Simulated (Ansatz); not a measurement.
# CdS (Greenockite) (P6_3mc) in Ansatz: relaxation of cell and atoms with PBE0

Aim: the relaxation of cell and atoms of CdS (Greenockite) with PBE0.

All numbers are computed with Ansatz 0.2.0; they aren't measurements. Logs are shortened: lines on timing, memory, paths and dates and some standing lists are left out, and cuts for length are marked.

## 1. The structure

The structure is hexagonal, space group P6_3mc (No. 186). Conventional cell: a = 4.150 Å, b = 4.150 Å, c = 6.737 Å, α = 90.00°, β = 90.00°, γ = 120.00°. Cd (site symmetry 3m) is surrounded by 4 S at 2.53 to 2.54 Å. Around S (site symmetry 3m) lie 4 Cd at 2.53 to 2.54 Å.

## 2. Relaxation of cell and atoms, PBE0

input.yaml

```yaml
crystal:
  lattice:
    - [4.15, 0.0, 0.0]
    - [-2.075, 3.5940054257, 0.0]
    - [0.0, 0.0, 6.737]
  atoms:
    - { symbol: Cd, position: [0.6666666667, 0.3333333333, 0.5] }
    - { symbol: Cd, position: [0.3333333333, 0.6666666667, 0.0] }
    - { symbol: S, position: [0.6666666667, 0.3333333333, 0.875] }
    - { symbol: S, position: [0.3333333333, 0.6666666667, 0.375] }
hamiltonian:
  xc: pbe0
  pseudopotentials: { kind: paw }
kpoints:
  mp_grid: { grid: [4, 4, 2] }
scf:
  occupations: { method: fermi_dirac, width: 0.05 }
output:
  forces: true
  stress: true
relax:
  f_tol: 0.01
  max_steps: 40
  cell: { stress_tol: 0.05 }
```

Potentials or basis: Ansatz PAW.

Launch:

```sh
$ ansatz run input.yaml --threads 2 --pin off --max-ram 5632MiB --backend cpu --events-out ev --progress --plain --runs-dir out
```

Output:

```text
Warning: RAYON_NUM_THREADS=2 ignored (pool sized by the plan → 2); use --threads N
Engine: ansatz 0.2.0, aarch64-unknown-linux-gnu
Pseudopotentials: kind: paw
Pseudopotential: Cd, paw, valence charge 20, recommended cutoff 420 eV (normal), Cd.paw.azcp
Pseudopotential: S, paw, valence charge 6, recommended cutoff 420 eV (normal), S.paw.azcp
Functional definition: PBE0
  parameter a = 0.25
  parameter kappa = 0.804
  parameter beta = 0.06672455060314922
  exchange = (1 - a)*pbe_x(kappa = kappa, mu = beta*pi^2/3) + a*exact_x
  correlation = pbe_c(beta = beta)
Crystal: 4 atoms, lattice volume = 100.483 Å³
Basis set: ecut = 420 eV, 1973 PW (Γ), exchange–correlation on 60×60×96 points (8 copies of the dense FFT grid, shifted against one another)
Bands: 32, of which v1, the nominal top of the filled ones, is band 26 counted from 1 (25 counted from 0)
Symmetry: 12 space group operations
Space group: P63mc (ITA 186), of the structure as read, at distance tolerance 4.6e-5 Å
k-points: 8 of 32
Non-local potential: Cd, projectors of the file, l = 0: 3, l = 1: 2, l = 2: 2, l = 3: 1
Non-local potential: S, projectors of the file, l = 0: 2, l = 1: 2, l = 2: 2
PAW form: soft (Blöchl's): semilocal exchange-correlation on the pseudo side does not see the compensation charge
PAW frozen core: Cd, regenerated for the run's functional, and the local potential with it (the file was generated under x = pbe(κ = 0.804, μ = 0.2195149727645171), c = pbe(β = 0.06672455060314922))
PAW frozen core: S, regenerated for the run's functional, and the local potential with it (the file was generated under x = pbe(κ = 0.804, μ = 0.2195149727645171), c = pbe(β = 0.06672455060314922))
PAW one-centre angular grid: Cd, 590 points (default); XC on 64 Gauss nodes
PAW one-centre angular grid: S, 110 points (default); XC on 64 Gauss nodes
Initial density: superposition of atomic densities (neutral atoms: chi_scale 0, normalization atom), corrected by the library's trained network
Initial wavefunctions: pseudopotential atomic-orbital guess
Functional: x = pbe(κ = 0.804, μ = 0.2195149727645171), c = pbe(β = 0.06672455060314922), warm-up for x = 0.75 pbe(κ = 0.804, μ = 0.2195149727645171) + 0.25 exact, c = pbe(β = 0.06672455060314922)
SCF iter   1: F=—  HF=-18315.599235 eV  |F-HF|=—  |Δ(HF+E_count)|=         —  Δρ=7.99e-4  dr2=4.18e-4  ethr=1.77e-3  ⟨swp⟩=10.9  Hψ=1197  notcnv=0
preconditioner: auto → none  [insulator: Δε(μ)=1.183 eV  Ē_g=11.646 eV  σ=0.050 eV  W_gap=1.00  n_scr=22 (ndim 8)  ℏωp=22.2 eV  f_vac=0.131  D(μ)=0.00/eV (n_scr^D=0)]
iter 2 solved again at ethr=4.87e-8 eV; its pass at ethr=8.04e-7 eV (dr2=2.53e-5 eV) is discarded
SCF iter   2: F=—  HF=-18315.599580 eV  |F-HF|=—  |Δ(HF+E_count)|=   3.45e-4  Δρ=2.15e-4  dr2=2.54e-5  ethr=4.87e-8  ⟨swp⟩=2.1  Hψ=1262  notcnv=0
SCF iter   3: F=—  HF=-18315.599645 eV  |F-HF|=—  |Δ(HF+E_count)|=   6.57e-5  Δρ=1.13e-4  dr2=5.73e-6  ethr=4.87e-8  ⟨swp⟩=3.0  Hψ=555  notcnv=0
SCF iter   4: F=—  HF=-18315.599676 eV  |F-HF|=—  |Δ(HF+E_count)|=   3.05e-5  Δρ=4.18e-5  dr2=2.05e-6  ethr=1.10e-8  ⟨swp⟩=3.0  Hψ=609  notcnv=0
SCF iter   5: F=—  HF=-18315.599676 eV  |F-HF|=—  |Δ(HF+E_count)|=   1.74e-7  Δρ=4.97e-6  dr2=1.54e-8  ethr=3.94e-9  ⟨swp⟩=3.0  Hψ=593  notcnv=0
SCF iter   6: F=—  HF=-18315.599676 eV  |F-HF|=—  |Δ(HF+E_count)|=   3.94e-8  Δρ=1.16e-6  dr2=1.55e-9  ethr=2.96e-11  ⟨swp⟩=3.4  Hψ=611  notcnv=0
SCF iter   7: F=—  HF=-18315.599676 eV  |F-HF|=—  |Δ(HF+E_count)|=  2.95e-10  Δρ=2.95e-7  dr2=5.49e-11  ethr=2.98e-12  ⟨swp⟩=3.0  Hψ=575  notcnv=0
SCF iter   8: F=-18315.599676 eV  HF=-18315.599676 eV  |F-HF|=1.46e-11  |Δ(HF+E_count)|=  9.09e-11  Δρ=7.23e-8  dr2=2.72e-12  ethr=1.24e-12 (applied; sched 1.00e-12)  ⟨swp⟩=2.2  Hψ=466  notcnv=0
SCF 1 converged in 8 iterations: F = -18315.599676 eV  dr2 = 2.72e-12
Initial density: handed on by an earlier stage of this run
Initial wavefunctions: those handed on with the density
Functional: x = 0.75 pbe(κ = 0.804, μ = 0.2195149727645171) + 0.25 exact, c = pbe(β = 0.06672455060314922)
Frozen-core exchange: fock
iter 1 solved again at ethr=4.67e-5 eV; its pass at ethr=1.00e-1 eV (dr2=2.43e-2 eV) is discarded
SCF iter   1: F=—  HF=-18323.439496 eV  |F-HF|=—  |Δ(HF+E_count)|=         —  Δρ=5.94e-3  dr2=2.65e-2  ethr=4.67e-5  ⟨swp⟩=4.8  Hψ=1215  notcnv=0
preconditioner: auto → none  [insulator: Δε(μ)=2.840 eV  Ē_g=14.413 eV  σ=0.050 eV  W_gap=1.00  n_scr=22 (ndim 8)  ℏωp=22.2 eV  f_vac=0.130  D(μ)=0.00/eV (n_scr^D=0)]
[... 139 lines left out ...]
SCF iter   4: F=—  HF=-18323.456014 eV  |F-HF|=—  |Δ(HF+E_count)|=   1.69e-7  Δρ=3.18e-6  dr2=6.06e-9  ethr=2.67e-11  ⟨swp⟩=4.1  Hψ=637  notcnv=0  defer=28
iter 5 solved again at ethr=1.00e-12 eV; its pass at ethr=1.17e-11 eV (dr2=1.08e-11 eV) is discarded
SCF iter   5: F=-18323.456014 eV  HF=-18323.456014 eV  |F-HF|=1.60e-8  |Δ(HF+E_count)|=   2.60e-9  Δρ=1.75e-7  dr2=1.38e-11  ethr=1.30e-12 (applied; sched 1.00e-12)  ⟨swp⟩=2.0  Hψ=1164  notcnv=0
eigensolver tolerance schedule calibrated: the retry pair's looser diagonalisation under-reported the residual by θ = 0.14 (0.13/decade); ethr = c·dr2/N_el runs at the constant in force after the calibration composes with the one it found (an armed cap, an earlier calibration), c = 5.7e-2
SCF 14 converged in 5 iterations: F = -18323.456014 eV  dr2 = 1.38e-11
  Residual-converged pass: ⟨swp⟩=3.0  Hψ=526  notcnv=0  max |occ|·‖R‖ = 1.2e-7 eV (tolerance 1.3e-7 eV)  dr2=1.40e-11  dr2_onsite=1.61e-12  max |Δocc| = 1.6e-21
hybrid outer 1: dexx = +2.024e-6 eV, tail = 4.42e-8 eV
Frozen-core exchange: fock
SCF iter   1: F=—  HF=-18323.456016 eV  |F-HF|=—  |Δ(HF+E_count)|=         —  Δρ=1.87e-6  dr2=2.79e-9  ethr=4.25e-10  ⟨swp⟩=13.1  Hψ=788  notcnv=0
preconditioner: auto → none  [insulator: Δε(μ)=2.872 eV  Ē_g=14.307 eV  σ=0.050 eV  W_gap=1.00  n_scr=22 (ndim 8)  ℏωp=22.1 eV  f_vac=0.138  D(μ)=0.00/eV (n_scr^D=0)]
SCF iter   2: F=-18323.456016 eV  HF=-18323.456016 eV  |F-HF|=2.55e-11  |Δ(HF+E_count)|=  9.09e-10  Δρ=1.31e-7  dr2=1.40e-11  ethr=2.84e-12  ⟨swp⟩=4.0  Hψ=655  notcnv=0
SCF 15 converged in 2 iterations: F = -18323.456016 eV  dr2 = 1.40e-11
  Residual-converged pass: ⟨swp⟩=3.0  Hψ=587  notcnv=0  max |occ|·‖R‖ = 1.3e-7 eV (tolerance 1.3e-7 eV)  dr2=1.39e-11  dr2_onsite=1.31e-12  max |Δocc| = 4.8e-24
hybrid outer 2: dexx = +2.165e-10 eV, tail = 4.11e-11 eV, Δε = 4.08e-5 eV (about 2.14e-6 eV left of the loop's levels), ΔF = 5.10e-6 eV/Å (tail 2.04e-5)
relax step   5: F+E_penalty+E_count = -18323.45601597 eV  Δ(F+E_penalty+E_count) = -1.021e-3 eV  max|allowed force component| = 1.749e-4 eV/Å  Δτ_max = 0.0000 Å  P = -0.002 GPa  Ω = 101.828 Å³  stress off target by 3.79e-3 GPa  SCF on the basis re-selected at this cell (its energy is not comparable with the rows above)  (7 SCF iters)
basis re-selected at this cell: Δ(F+E_penalty+E_count) = -1.021e-3 eV, ΔP = -0.002 GPa vs the last step (what re-selecting the basis moved, of the pressure what is left beyond the Pulay correction that the steps carried, after the strain that the cell walked since its last selection, with what the two solves' SCF thresholds leave and, on support functions, any second-order correction that the steps lacked; it is no measure of the basis error at this ecutwfc). This SCF's stress stands 3.79e-3 GPa from its target on what of the cell is left free (relax.cell.stress_tol is 5.00e-2 GPa) and its largest allowed force component is 1.75e-4 eV/Å (relax.f_tol is 1.00e-2 eV/Å): within both
hybrid SCF converged: 2 outer / 7 inner (+0 warm-up), last move |dexx| = 2.16e-10 eV, tail = 4.11e-11 eV
Stability not checked: this state was not tested for a lower state beside it, because the functional holds exact exchange (a hybrid, or Hartree-Fock), whose exchange loop this test does not read (fock_operator; see scf.lower_state_search)
Free energy (F): -18323.456016 eV
Frozen-core exchange: fock
Harris-Foulkes:  -18323.456016 eV  (|F-HF|=2.55e-11)
Internal energy: -18323.456016 eV  (E = F + TS)
E sigma→0 (E₀):  -18323.456016 eV
Fermi energy:    6.994523 eV
--- Per-component energies (eV) ---
  E_band       = -1177.496318
  E_kinetic    = 1224.671338
  E_local      = -8118.701362  (includes V_loc(G=0)·N_el)
  E_nonlocal   = 125.622397
  E_hartree    = 3729.699636
  E_xc         = -421.307242
  E_vxc        = -475.929925  (∫ρ·V_xc dr)
  E_exx        = -220.877935  (= α·E_x^exact, valence–valence)
  E_paw        = -9282.668043  (= ΣΔE_a)
  E_vpaw       = -950.802145  (= ΣTr[D̂ρ^β])
  E_aug_tail   = 0.000031  (compensation charges beyond the density's cutoff)
  E_ewald      = -5358.498609
  E_core_change = -1.396227  (= ΣΔE_core)
  E_smearing   = -0.000000  (= −TS)
  E_closure    = -0.000000  (closes the sum)
  Σ components = -18323.456016   (vs F -18323.456016, Δ=0.00e0)
--- Forces (eV/Å), atoms counted from 1 ---
  atom   1  Cd     0.00000000     0.00000000    -0.00017098
  atom   2  Cd     0.00000000    -0.00000000    -0.00017098
  atom   3  S      0.00000000     0.00000000     0.00017876
  atom   4  S     -0.00000000    -0.00000000     0.00017876
  max |Σ_I F_I| component: 1.56e-5 eV/Å
--- Stress (GPa, compression-positive) ---
       -0.001272       0.000000       0.000000
        0.000000      -0.001272       0.000000
        0.000000       0.000000      -0.003790
  P = ⅓ Tr σ = -0.0021 GPa (-0.021 kbar)
--- Band table (eV; the first three rows and the last of 8) ---
  k-point 0: bands = ["-100.8136", "-100.8135", "-60.5414", "-60.5412", "-60.5410", "-60.5410", "-60.5409", "-60.5409", "-7.9127", "-7.4764", "-3.2991", "-3.2927", "-3.2927", "-3.2118", "-3.2118", "-2.8972", "-2.8972", "-2.8155", "-2.8155", "-2.4425", "0.9763", "4.7373", "4.7373", "5.5056", "5.5348", "5.5348", "8.4072", "10.0778", "13.8817"]
  k-point 1: bands = ["-100.8135", "-100.8135", "-60.5413", "-60.5413", "-60.5409", "-60.5409", "-60.5409", "-60.5409", "-7.6877", "-7.6877", "-3.2584", "-3.2584", "-3.2584", "-3.2584", "-3.0487", "-3.0487", "-2.8511", "-2.8511", "-2.8511", "-2.8511", "2.9848", "2.9848", "5.1218", "5.1218", "5.1218", "5.1218", "10.1224", "10.1224", "13.5492"]
  k-point 2: bands = ["-100.8135", "-100.8135", "-60.5414", "-60.5412", "-60.5409", "-60.5409", "-60.5409", "-60.5409", "-7.7162", "-7.4004", "-3.2403", "-3.2267", "-3.1327", "-3.1121", "-3.0818", "-2.9319", "-2.8864", "-2.8626", "-2.8008", "-2.3169", "1.3645", "2.9940", "3.5387", "4.1125", "5.0371", "5.1400", "10.2359", "11.3484", "12.8663"]
  k-point 7: bands = ["-100.8135", "-100.8135", "-60.5414", "-60.5414", "-60.5411", "-60.5411", "-60.5408", "-60.5408", "-7.4122", "-7.4122", "-3.1398", "-3.1398", "-3.1053", "-3.1053", "-2.9333", "-2.9333", "-2.8475", "-2.8475", "-2.4210", "-2.4210", "1.5042", "1.5042", "3.4230", "3.4230", "4.3252", "4.3252", "11.6240", "11.6240", "13.2318"]
  guard bands above this table: 3 of the run's 32 bands. The solve was not asked for them (output.publish_guard_bands: true or output.eigenvalues: true publishes all)
--- Relaxed structure (4 steps of the walk, 4 accepted, 1 SCFs on fresh bases) ---
  F+E_penalty+E_count = -18323.45601597 eV   max|allowed force component| = 1.749e-4 eV/Å   (the final SCF, on the basis selected at the relaxed cell)
  cell:  # Å, volume = 101.8278 Å³
    - [4.170312839650944, 0.0, 5.150562926764926e-18]
    - [-2.085156419825472, 3.611596860866138, -2.5752814633824625e-18]
    - [8.361287334371436e-18, 5.8143522378688534e-36, 6.760804450534564]
  atoms:
    - { symbol: Cd, position: [0.6666666666666666, 0.3333333333333333, 0.49892783002639246] }
    - { symbol: Cd, position: [0.3333333333333333, 0.6666666666666666, -0.0010721699736074976] }
    - { symbol: S, position: [0.6666666666666666, 0.3333333333333333, 0.8760721699736076] }
    - { symbol: S, position: [0.3333333333333333, 0.6666666666666666, 0.37607216997360754] }
```

Wall time 71 s (2 threads of Arm Neoverse V2, shared host); peak memory 0.9 GiB.

Results:

```
Free energy                            : -18323.4560 eV
Relaxed volume                         : 25.46 Å³/atom
Relaxed cell                           : a = 4.170 Å, b = 4.170 Å, c = 6.761 Å, α = 90.00°, β = 90.00°, γ = 120.00°
Space group after relaxing (to 0.05 Å) : P6_3mc (No. 186)
Energy gained by relaxing              : 1.1 meV/atom
Ionic steps                            : 5
Pressure after relaxing                : 0.0 GPa
Band gap on the k mesh                 : 2.87 eV, direct
```

Step by step:
```tsv
step	energy change (eV)	largest force (eV/Å)	volume (Å³)
1	0.0000	0.0619	100.48
2	-0.0029	0.0250	101.93
3	-0.0032	0.0107	101.86
4	-0.0032	0.0001	101.83
5	-0.0042	0.0002	101.83
```

Final structure:
```xyz
4
Lattice="4.1703 0.0000 0.0000 -2.0852 3.6116 0.0000 0.0000 0.0000 6.7608" Properties=species:S:1:pos:R:3 pbc="T T T"
Cd    2.0852    1.2039    3.3732
Cd    0.0000    2.4077   -0.0072
S     2.0852    1.2039    5.9230
S     0.0000    2.4077    2.5426
```

Caveat: the k mesh is coarse (spacing up to 0.47 Å⁻¹), so the values aren't converged, least of all with exact exchange; the plane-wave basis is chosen anew once the cell has moved, so the energies of steps on either side of that aren't comparable; the PAW data sets come from PBE, with cores solved anew for the run's functional, which leaves a small shift of forces and pressure.
